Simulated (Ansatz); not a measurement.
This Ansatz 0.2.0 run on FeO needs a look.

Contents of input.yaml:

```yaml
crystal:
  lattice:
    - [1.51768211, 0.87623418, 2.51579458]
    - [-1.51768211, 0.87623418, 2.51579458]
    - [0.0, -1.75246835, 2.51579458]
  atoms:
    - { symbol: Fe, position: [0.0, 0.0, 0.0] }
    - { symbol: O, position: [0.5, 0.5, 0.5] }
hamiltonian:
  xc: pbe
  pseudopotentials: { kind: paw }
magnetization:
  spin_polarized: true
  initial_magnetization: 0.0
  spin_locking: { lock_magnetization: hard }
kpoints:
  mp_grid: { grid: [9, 9, 9] }
scf:
  occupations: { method: fermi_dirac, width: 0.3 }
  n_extra_bands: 0
  max_iter: 50
output:
  forces: true
  stress: true
  eigenvalues: true
```

Potentials or basis: Ansatz PAW.

The run is started by

```bash
$ ansatz run input.yaml --threads 2 --pin off --max-ram 5632MiB --backend cpu --events-out ev --progress --plain --runs-dir out
```

Output:

```text
Error: inconsistent input (scf.n_extra_bands, scf.occupations.method, magnetization.spin_locking.lock_magnetization): n_bands = 11 leaves no empty band above the 11 bands that the fuller spin channel occupies (lock_magnetization: hard holds 11 of the deck's 22 electrons in it), and the occupations search for the Fermi level (a smearing at a finite width, or tetrahedra): a level found among occupied bands alone can fill a metal as an insulator; raise scf.n_extra_bands until at least 12 bands are solved (omitted, it auto-derives to 16) (see scf.n_extra_bands in the input reference)
```

Q: What happened, and what is wrong with the input?

A: The program refused the input. The input holds a flaw that was put in on purpose: too few bands (scf.n_extra_bands = 0; scf.occupations = method fermi_dirac, width 0.3).

A sound run on the same cell differs in these lines of the main input:
```diff
@@ -19,3 +19,2 @@
-  occupations: { method: fermi_dirac, width: 0.3 }
-  n_extra_bands: 0
-  max_iter: 50
+  occupations: { method: fermi_dirac, width: 0.05 }
+  lower_state_search: "off"
```
